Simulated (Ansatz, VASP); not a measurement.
One calculation of B, two programs

```xyz
3
Lattice="2.1036 0.0000 0.0000 0.0000 2.6918 0.0000 0.0000 0.0000 3.5508" Properties=species:S:1:pos:R:3 pbc="T T T"
B     1.0518    1.3459    0.8487
B     1.0518    1.3459    2.7021
B     0.0000    0.0000    1.7754
```

Alike in both runs: functional PBE; k mesh 8 × 6 × 6; occupations gaussian, width 0.1 eV; no spin polarisation.

Ansatz relaxed the structure, and its values are those at the end. VASP's run is a single point on that final structure, the one shown.

```csv
,VASP,Ansatz
version,VASP 6.6.1,Ansatz 0.2.0
potentials or method,"VASP PAW PBE potentials, release 64 (B)","scalar-relativistic, plane waves, PAW"
plane-wave cutoff (eV),520,420
valence electrons in the cell,9,9
```

|  | VASP | Ansatz | Ansatz less VASP |
| --- | --- | --- | --- |
| gap on the k mesh at the Fermi level (eV) | none | none | - |
| pressure (GPa) | -0.1 | -0.1 | 0.00 |
| rms of the force components (eV/Å) | 0.005 | 0.004 | -0.0009 |

A gap of «none» marks a metal or a gap that the smearing closes.

Caveats: the k mesh is coarse (spacing up to 0.39 Å⁻¹), so the values aren't converged.
